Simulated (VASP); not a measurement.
Level of theory: LDA (Ceperley-Alder, Perdew-Zunger), VASP's LDA PAW potentials (set 64) (plane waves; VASP).

Gaps are without spin-orbit coupling.

Q: Order these relaxed crystals by band gap, smallest first: CsBr, Pm-3m (221); SnO2, P4_2/mnm (136); TlBr, Cmcm (63); TeW2Se3, P3m1 (156).

A: TeW2Se3, P3m1 (156) (0.72 eV), SnO2, P4_2/mnm (136) (1.13 eV), TlBr, Cmcm (63) (1.62 eV), CsBr, Pm-3m (221) (4.51 eV)
